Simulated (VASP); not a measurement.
A run of VASP 6.6.1:

Contents of INCAR:

```
PREC = Accurate ; ENCUT = 520
EDIFF = 1E-6 ; ISMEAR = -1
SIGMA = 0.05 ; LREAL = F
LASPH = T ; NELM = 60
ALGO = Normal ; ISIF = 2
LWAVE = F ; LCHARG = F
LMAXMIX = 4 ; METAGGA = MS2
LMIXTAU = T ; NBANDS = 12
```

The input KPOINTS:

```
Automatic mesh
0
Gamma
  11 11 11
```

The input POSCAR:

```
Ag
1.0
    0.0000000000      2.0427500000      2.0427500000
    2.0427500000      0.0000000000      2.0427500000
    2.0427500000      2.0427500000      0.0000000000
Ag
1
Direct
    0.0000000000      0.0000000000      0.0000000000
```

The input KPOINTS_OPT:

```
path GXWKGLUWLK,UX
10
line-mode
reciprocal
 0.0000000000  0.0000000000  0.0000000000  G
 0.5000000000  0.0000000000  0.5000000000  X

 0.5000000000  0.0000000000  0.5000000000  X
 0.5000000000  0.2500000000  0.7500000000  W

 0.5000000000  0.2500000000  0.7500000000  W
 0.3750000000  0.3750000000  0.7500000000  K

 0.3750000000  0.3750000000  0.7500000000  K
 0.0000000000  0.0000000000  0.0000000000  G

 0.0000000000  0.0000000000  0.0000000000  G
 0.5000000000  0.5000000000  0.5000000000  L

 0.5000000000  0.5000000000  0.5000000000  L
 0.6250000000  0.2500000000  0.6250000000  U

 0.6250000000  0.2500000000  0.6250000000  U
 0.5000000000  0.2500000000  0.7500000000  W

 0.5000000000  0.2500000000  0.7500000000  W
 0.5000000000  0.5000000000  0.5000000000  L

 0.5000000000  0.5000000000  0.5000000000  L
 0.3750000000  0.3750000000  0.7500000000  K

 0.6250000000  0.2500000000  0.6250000000  U
 0.5000000000  0.0000000000  0.5000000000  X
```

Potentials or basis: VASP PAW PBE potentials, release 64 (Ag).

Run with:

```console
$ cat potpaw_PBE.64/Ag/POTCAR > POTCAR
$ mpirun -np 1 vasp_std > vasp.out
```

Hardware: 1 thread of Intel(R) Xeon(R) Platinum 8375C CPU @ 2.90GHz (Ice Lake) (shared host).

Q: Estimate the wall time of this run.

A: It took 76 s on 1 thread of Intel(R) Xeon(R) Platinum 8375C CPU @ 2.90GHz (Ice Lake) (shared host), peak memory 0.16 GiB. Counts: scf iterations 33, k points 56.
